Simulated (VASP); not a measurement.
# ZnS (F-43m) in VASP: a series of runs

One crystal, ZnS, is run at these levels: HSE06; tasks: single point.

All numbers are computed with VASP 6.6.1; they aren't measurements. Logs are shortened: lines on timing, memory, paths and dates and some standing lists are left out, and cuts for length are marked.

## (1) The crystal as given

The structure is cubic, space group F-43m (No. 216). The conventional cell has a = 5.404 Å, b = 5.404 Å, c = 5.404 Å, α = 90.00°, β = 90.00°, γ = 90.00°. Zn (site symmetry -43m) is surrounded by 4 S at 2.34 Å. Around S (site symmetry -43m) lie 4 Zn at 2.34 Å.

## (2) Single point, HSE06

POSCAR

```
ZnS
1.0
    0.0000000000      2.7020000000      2.7020000000
    2.7020000000      0.0000000000      2.7020000000
    2.7020000000      2.7020000000      0.0000000000
Zn S
1 1
Direct
    0.7500000000      0.7500000000      0.7500000000
    0.0000000000      0.0000000000      0.0000000000
```

INCAR.step1

```
SYSTEM = ZnS
ALGO = Normal ; EDIFF = 1E-5
ENCUT = 650 ; GGA = PE
ISIF = 2 ; ISMEAR = 0
LASPH = .True. ; LREAL = .False.
LWAVE = .True. ; NBANDS = 17
NELM = 100 ; NKRED = 1
PREC = Accurate ; SIGMA = 0.01
```

INCAR.step2

```
SYSTEM = ZnS
ALGO = Normal ; EDIFF = 1E-6
ENCUT = 650 ; GGA = PE
HFSCREEN = 0.2 ; ISIF = 2
ISMEAR = 0 ; ISTART = 1
LASPH = .True. ; LCHARG = .False.
LHFCALC = .True. ; LREAL = .False.
LWAVE = .False. ; NBANDS = 17
NELM = 100 ; NKRED = 1
PREC = Accurate ; PRECFOCK = Fast
SIGMA = 0.01
```

KPOINTS

```
k-points
0
Gamma
  6 6 6
  0 0 0
```

Potentials or basis: VASP PAW PBE potentials, release 64 (Zn, S).

Launch:

```
$ cat potpaw_PBE.64/Zn/POTCAR potpaw_PBE.64/S/POTCAR > POTCAR
$ cp INCAR.step1 INCAR
$ mpirun -np 1 vasp_std > vasp.out
$ cp INCAR.step2 INCAR
$ mpirun -np 1 vasp_std > vasp.out
```

OUTCAR:

```text
SYSTEM = ZnS
   EDIFF = 1E-6
   ENCUT = 650
   GGA = PE
   HFSCREEN = 0.2
   ISIF = 2
   ISMEAR = 0
   ISTART = 1
   LASPH = .True.
   LHFCALC = .True.
   LREAL = .False.
   NELM = 100
   NKRED = 1
   PREC = Accurate
   PRECFOCK = Fast

 Found     16 irreducible k-points:

 Following reciprocal coordinates:
            Coordinates               Weight
  0.000000  0.000000  0.000000      1.000000
  0.166667  0.000000  0.000000      8.000000
  0.333333  0.000000  0.000000      8.000000
  0.500000  0.000000  0.000000      4.000000
  0.166667  0.166667  0.000000      6.000000
  0.333333  0.166667  0.000000     24.000000
   k-points           NKPTS =     16   k-points in BZ     NKDIM =    216   number of bands    NBANDS=     17
   number of dos      NEDOS =    301   number of ions     NIONS =      2
   total plane-waves  NPLWV =  32768
   dimension x,y,z NGX =    32 NGY =   32 NGZ =   32
   dimension x,y,z NGXF=    64 NGYF=   64 NGZF=   64
   ions per type =               1   1
   NGX,Y,Z   is equivalent  to a cutoff of  13.92, 13.92, 13.92 a.u.
   NGXF,Y,Z  is equivalent  to a cutoff of  27.84, 27.84, 27.84 a.u.
 SYSTEM =  ZnS
   PREC   = accura    normal or accurate (medium, high low for compatibility)
   ISTART =      1    job   : 0-new  1-cont  2-samecut
   ICHARG =      0    charge: 1-file 2-atom 10-const
   ISPIN  =      1    spin polarized calculation?
   LNONCOLLINEAR =      F non collinear calculations
   LSORBIT =      F    spin-orbit coupling
   LASPH  =      T    aspherical Exc in radial PAW
   ENCUT  =  650.0 eV  47.77 Ry    6.91 a.u.   7.94  7.94  7.94*2*pi/ulx,y,z
   NELM   =    100;   NELMIN=  2; NELMDL=  0     # of ELM steps
   EDIFF  = 0.1E-05   stopping-criterion for ELM
   LREAL  =      F    real-space projection
   EDIFFG = 0.1E-04   stopping-criterion for IOM
   NSW    =      0    number of steps for IOM
   IBRION =     -1    ionic relax: 0-MD 1-quasi-New 2-CG
   NFREE  =      0    steps in history (QN), initial steepest desc. (CG)
   ISIF   =      2    stress and relaxation
   ISYM   =      3    0-nonsym 1-usesym 2-fastsym
   POTIM  = 0.5000    time-step for ionic-motion
   TEBEG  =    0.0;   TEEND  =   0.0 temperature during run
   PSTRESS=    0.0 pullay stress
   NELECT =      18.0000    total number of electrons
   NUPDOWN=      -1.0000    fix difference up-down
   EMIN   =  10.00;   EMAX   =-10.00  energy-range for DOS
   EFERMI =   0.00;   METHOD = LEGACY
   ISMEAR =     0;   SIGMA  =   0.01  broadening in eV -4-tet -1-fermi 0-gaus
   EFERMI_NEDOS =   21; number of points for ismear=-14 and -15
   IALGO  =     38    algorithm
   IMIX   =      1    mixing-type and parameters
     AMIX     =   0.40;   BMIX     =  1.00
     AMIX_MAG =   1.60;   BMIX_MAG =  1.00
  volume/ion in A,a.u.               =      19.73       133.12
  Fermi-wavevector in a.u.,A,eV,Ry     =   1.260290  2.381602 21.610537  1.588330
  Thomas-Fermi vector in A             =   2.393807
   LORBIT       =      0    0 simple, 1 ext, 2 COOP (PROOUT), +10 PAW based schemes
   GGA     = PE    functional components
   LHFCALC =     T    Hartree Fock is set to
   PRECFOCK=fast      Normal, Fast or Accurate (Low or Medium for compatibility)
   ENCUT4O =  -1.0   cutoff for four orbital integrals eV
   NKREDX  =     1    reduce k-point grid by
   NKREDY  =     1    reduce k-point grid by
   NKREDZ  =     1    reduce k-point grid by
   AEXX    =    0.2500 exact exchange contribution
   HFSCREEN=    0.2000 screening length (either q_TF or 0.3 A-1)
   HFSCREENC=   0.2000 screening length for correlation (either q_TF or 0.3 A-1)
   ENCUTFOCK=  -1.0 apply spherical cutoff to Coloumb kernel
   IVDW    =     0    specifies the selected vdW correction
   LEPSILON=     F    determine dielectric tensor
   LRPA    =     F    only Hartree local field effects (RPA)
 non-spin polarized calculation
 Gauss-broadening in eV      SIGMA  =   0.01
  energy-cutoff  :      650.00
  volume of cell :       39.45
 maximum number of plane-waves:      1524
  NGX = 18; NGY = 18; NGZ = 18

 number of electron      17.9999998 magnetization

 Free energy of the ion-electron system (eV)
  ---------------------------------------------------
  ext. energy  EPLUGINS =         0.00000000
  ---------------------------------------------------
  free energy    TOTEN  =        -8.39289332 eV

  energy without entropy =       -8.39289332  energy(sigma->0) =       -8.39289332

 E-fermi :   1.5184     XC(G=0):  -7.9591

 val. band max:        1.3718113247   @ k =   0.0000   0.0000   0.0000
 cond. band min:       4.7170956753   @ k =   0.0000   0.0000   0.0000
 fundamental gap:      3.3452843506
 Fermi energy:         1.5184217030

 k-point     1 :       0.0000    0.0000    0.0000
  band No.  band energies     occupation
      1     -12.9559      2.00000
      2      -6.4818      2.00000
      3      -6.4818      2.00000
      4      -6.4818      2.00000
      5      -6.0373      2.00000
      6      -6.0373      2.00000
      7       1.3718      2.00000
      8       1.3718      2.00000
      9       1.3718      2.00000
     10       4.7171      0.00000
     11       9.0740      0.00000
     12       9.0740      0.00000
     13       9.0740      0.00000
     14      14.5868      0.00000
     15      14.5868      0.00000
     16      14.7787      0.00000
     17      17.3393      0.00000

 k-point     2 :       0.1667    0.0000    0.0000
  band No.  band energies     occupation
      1     -12.7379      2.00000
      2      -6.4488      2.00000
      3      -6.4488      2.00000
      4      -6.4429      2.00000
      5      -6.0391      2.00000
      6      -6.0391      2.00000
      7      -0.3927      2.00000
      8       1.1130      2.00000
      9       1.1130      2.00000
     10       5.8434      0.00000
     11       9.0415      0.00000
     12       9.5042      0.00000
     13       9.5042      0.00000
     14      13.7154      0.00000
     15      13.7154      0.00000
     16      15.4825      0.00000
     17      17.1380      0.00000

 k-point     3 :       0.3333    0.0000    0.0000
  band No.  band energies     occupation
      1     -12.2478      2.00000
      2      -6.3939      2.00000
      3      -6.3939      2.00000
      4      -6.2071      2.00000
      5      -6.0278      2.00000
      6      -6.0278      2.00000
      7      -2.8792      2.00000
      8       0.6600      2.00000
      9       0.6600      2.00000
     10       6.0779      0.00000
     11       9.7261      0.00000
     12       9.7261      0.00000
     13      10.5844      0.00000
     14      14.4046      0.00000
     15      14.4046      0.00000
     16      14.5902      0.00000
     17      20.3599      0.00000

 k-point     4 :       0.5000    0.0000    0.0000
  band No.  band energies     occupation
      1     -11.9681      2.00000
      2      -6.3742      2.00000
      3      -6.3742      2.00000
      4      -6.0123      2.00000
      5      -6.0123      2.00000
      6      -5.8015      2.00000
      7      -4.2320      2.00000
      8       0.4565      2.00000
      9       0.4566      2.00000
     10       5.9352      0.00000
     11       9.5730      0.00000
     12       9.5730      0.00000
     13      11.6063      0.00000
     14      15.0120      0.00000
     15      16.3997      0.00000
     16      16.3997      0.00000
     17      18.5307      0.00000

 k-point     5 :       0.1667    0.1667    0.0000
  band No.  band energies     occupation
      1     -12.6651      2.00000
      2      -6.4717      2.00000
      3      -6.4170      2.00000
      4      -6.4170      2.00000
      5      -6.0605      2.00000
      6      -6.0205      2.00000
      7      -0.2630      2.00000
      8       0.6633      2.00000
      9       0.6633      2.00000
     10       6.4503      0.00000
     11       7.9091      0.00000
     12      10.2111      0.00000
     13      10.2111      0.00000
     14      12.0509      0.00000
     15      14.9689      0.00000
     16      16.9963      0.00000
     17      18.4325      0.00000

 k-point     6 :       0.3333    0.1667    0.0000
  band No.  band energies     occupation
      1     -12.2618      2.00000
      2      -6.4069      2.00000
      3      -6.3520      2.00000
      4      -6.2997      2.00000
      5      -6.0468      2.00000
      6      -6.0065      2.00000
      7      -2.1317      2.00000
      8       0.0952      2.00000
      9       0.1534      2.00000
     10       7.0056      0.00000
     11       8.2233      0.00000
     12      10.1125      0.00000
     13      10.8716      0.00000
     14      13.0435      0.00000
     15      15.4466      0.00000
     16      16.8137      0.00000
     17      19.7898      0.00000

 [... further k-points ...]

------------------------ aborting loop because EDIFF is reached ----------------------------------------

  FORCE on cell =-STRESS in cart. coord.  units (eV):
  Direction    XX          YY          ZZ          XY          YZ          ZX
  --------------------------------------------------------------------------------------
  -------------------------------------------------------------------------------------
  Total        0.2234040      0.2234040      0.2234040      0.0000000     -0.0000000     -0.0000000
  in kB        9.0722608      9.0722608      9.0722608      0.0000000     -0.0000000     -0.0000000
  external PRESSURE =       9.0722608 kB  Pullay stress =       0.0000000 kB

 VOLUME and BASIS-vectors are now :
 -----------------------------------------------------------------------------
  energy-cutoff  :      650.00
  volume of cell :       39.45
      direct lattice vectors                 reciprocal lattice vectors
     0.000000000  2.702000000  2.702000000    -0.185048113  0.185048113  0.185048113
     2.702000000  0.000000000  2.702000000     0.185048113 -0.185048113  0.185048113
     2.702000000  2.702000000  0.000000000     0.185048113  0.185048113 -0.185048113

 POSITION                                       TOTAL-FORCE (eV/Angst)
 -----------------------------------------------------------------------------------
      4.05300      4.05300      4.05300        -0.000000     -0.000000     -0.000000
      0.00000      0.00000      0.00000         0.000000      0.000000      0.000000
 -----------------------------------------------------------------------------------
    total drift:                               -0.000154     -0.000081     -0.000095

  FREE ENERGIE OF THE ION-ELECTRON SYSTEM (eV)
  ---------------------------------------------------
  free  energy   TOTEN  =        -8.3928933163 eV

  energy  without entropy=       -8.3928933163  energy(sigma->0) =       -8.39289332
```

Run time: 22 min. Hardware: 1 thread of AMD EPYC 7R13 (Zen 3), shared host; peak memory 0.27 GiB.

These settings aren't checked as converged: the numbers below hold their error.

What came out:

```
Free energy            : -8.3929 eV
Pressure               : 0.9 GPa
Band gap on the k mesh : 3.35 eV, direct
```

Caveat: the PAW data sets were made with another functional, which shifts forces and pressure a little.

## (3) Single point, HSE06

POSCAR is that of step 2.

Edit INCAR.step1 of step 2 so:

```diff
@@ -2,3 +2,3 @@
 ALGO = Normal ; EDIFF = 1E-5
-ENCUT = 650 ; GGA = PE
+ENCUT = 280 ; GGA = PE
 ISIF = 2 ; ISMEAR = 0
```

Edit INCAR.step2 of step 2 so:

```diff
@@ -2,3 +2,3 @@
 ALGO = Normal ; EDIFF = 1E-6
-ENCUT = 650 ; GGA = PE
+ENCUT = 280 ; GGA = PE
 HFSCREEN = 0.2 ; ISIF = 2
```

KPOINTS

```
k-points
0
Gamma
  4 4 4
  0 0 0
```

Potentials or basis: VASP PAW PBE potentials, release 64 (Zn, S).

Launch:

```
$ cat potpaw_PBE.64/Zn/POTCAR potpaw_PBE.64/S/POTCAR > POTCAR
$ cp INCAR.step1 INCAR
$ mpirun -np 1 vasp_std > vasp.out
$ cp INCAR.step2 INCAR
$ mpirun -np 1 vasp_std > vasp.out
```

It took 66 s on 1 thread of AMD EPYC 7R13 (Zen 3), shared host; peak memory 0.2 GiB.

These settings aren't checked as converged: the numbers below hold their error.

What came out:

* Free energy: -8.3339 eV
* Band gap on the k mesh: 3.36 eV, direct

Caveat: the k mesh is coarse (spacing up to 0.50 Å⁻¹), so the values aren't converged, least of all with exact exchange; the cutoff is under 1.25 times the usual one of these potentials, so pressure, stress and relaxed cells hold a basis-set (Pulay) error; the PAW data sets were made with another functional, which shifts forces and pressure a little.

## (4) Single point, HSE06

POSCAR is that of step 3.

Edit INCAR.step1 of step 3 so:

```diff
@@ -2,3 +2,3 @@
 ALGO = Normal ; EDIFF = 1E-5
-ENCUT = 280 ; GGA = PE
+ENCUT = 400 ; GGA = PE
 ISIF = 2 ; ISMEAR = 0
```

Edit INCAR.step2 of step 3 so:

```diff
@@ -2,3 +2,3 @@
 ALGO = Normal ; EDIFF = 1E-6
-ENCUT = 280 ; GGA = PE
+ENCUT = 400 ; GGA = PE
 HFSCREEN = 0.2 ; ISIF = 2
```

KPOINTS

```
k-points
0
Gamma
  3 3 3
  0 0 0
```

Launch:

```
$ cat potpaw_PBE.64/Zn/POTCAR potpaw_PBE.64/S/POTCAR > POTCAR
$ cp INCAR.step1 INCAR
$ mpirun -np 1 vasp_std > vasp.out
$ cp INCAR.step2 INCAR
$ mpirun -np 1 vasp_std > vasp.out
```

Wall time 28 s (1 thread of AMD EPYC 7R13 (Zen 3), shared host); peak memory 0.21 GiB.

The run converged, but some of its settings lie outside the range that counts as converged, so its numbers aren't taken as properties of the crystal.

Results:

| Item | Value |
| --- | --- |
| Free energy | -8.2086 eV |
| Pressure | 1.7 GPa |
| Band gap on the k mesh | 3.41 eV, direct |

Caveat: the k mesh is coarse (spacing up to 0.67 Å⁻¹), so the values aren't converged, least of all with exact exchange; the PAW data sets were made with another functional, which shifts forces and pressure a little.

## (5) Single point, HSE06

POSCAR is that of step 4.

Edit INCAR.step1 of step 4 so:

```diff
@@ -2,3 +2,3 @@
 ALGO = Normal ; EDIFF = 1E-5
-ENCUT = 400 ; GGA = PE
+ENCUT = 520 ; GGA = PE
 ISIF = 2 ; ISMEAR = 0
```

Edit INCAR.step2 of step 4 so:

```diff
@@ -2,3 +2,3 @@
 ALGO = Normal ; EDIFF = 1E-6
-ENCUT = 400 ; GGA = PE
+ENCUT = 520 ; GGA = PE
 HFSCREEN = 0.2 ; ISIF = 2
```

KPOINTS is that of step 4.

Launch:

```
$ cat potpaw_PBE.64/Zn/POTCAR potpaw_PBE.64/S/POTCAR > POTCAR
$ cp INCAR.step1 INCAR
$ mpirun -np 1 vasp_std > vasp.out
$ cp INCAR.step2 INCAR
$ mpirun -np 1 vasp_std > vasp.out
```

Wall time 42 s (1 thread of AMD EPYC 7R13 (Zen 3), shared host); peak memory 0.21 GiB.

The run converged, but some of its settings lie outside the range that counts as converged, so its numbers aren't taken as properties of the crystal.

Results:

| Quantity | Value |
| --- | --- |
| Free energy | -8.2129 eV |
| Pressure | 2.0 GPa |
| Band gap on the k mesh | 3.41 eV, direct |

Caveat: the k mesh is coarse (spacing up to 0.67 Å⁻¹), so the values aren't converged, least of all with exact exchange; the PAW data sets were made with another functional, which shifts forces and pressure a little.

## (6) Single point, HSE06

POSCAR is that of step 5.

INCAR.step1

```
SYSTEM = ZnS
ALGO = Normal ; EDIFF = 1E-5
ENCUT = 400 ; GGA = PE
ISIF = 2 ; ISMEAR = 0
LASPH = .True. ; LREAL = .False.
LWAVE = .True. ; NBANDS = 17
NELM = 100 ; NKRED = 2
PREC = Accurate ; SIGMA = 0.01
```

INCAR.step2

```
SYSTEM = ZnS
ALGO = Normal ; EDIFF = 1E-6
ENCUT = 400 ; GGA = PE
HFSCREEN = 0.2 ; ISIF = 2
ISMEAR = 0 ; ISTART = 1
LASPH = .True. ; LCHARG = .False.
LHFCALC = .True. ; LREAL = .False.
LWAVE = .False. ; NBANDS = 17
NELM = 100 ; NKRED = 2
PREC = Accurate ; PRECFOCK = Fast
SIGMA = 0.01
```

KPOINTS

```
k-points
0
Gamma
  4 4 4
  0 0 0
```

Potentials or basis: VASP PAW PBE potentials, release 64 (Zn, S).

Launch:

```
$ cat potpaw_PBE.64/Zn/POTCAR potpaw_PBE.64/S/POTCAR > POTCAR
$ cp INCAR.step1 INCAR
$ mpirun -np 1 vasp_std > vasp.out
$ cp INCAR.step2 INCAR
$ mpirun -np 1 vasp_std > vasp.out
```

Wall time 28 s (1 thread of AMD EPYC 7R13 (Zen 3), shared host); peak memory 0.21 GiB.

The run converged, but some of its settings lie outside the range that counts as converged, so its numbers aren't taken as properties of the crystal.

What came out:

```
Free energy            : -8.5538 eV
Pressure               : -0.1 GPa
Band gap on the k mesh : 3.74 eV, direct
```

Caveat: the k mesh is coarse (spacing up to 0.50 Å⁻¹), so the values aren't converged, least of all with exact exchange; the PAW data sets were made with another functional, which shifts forces and pressure a little.
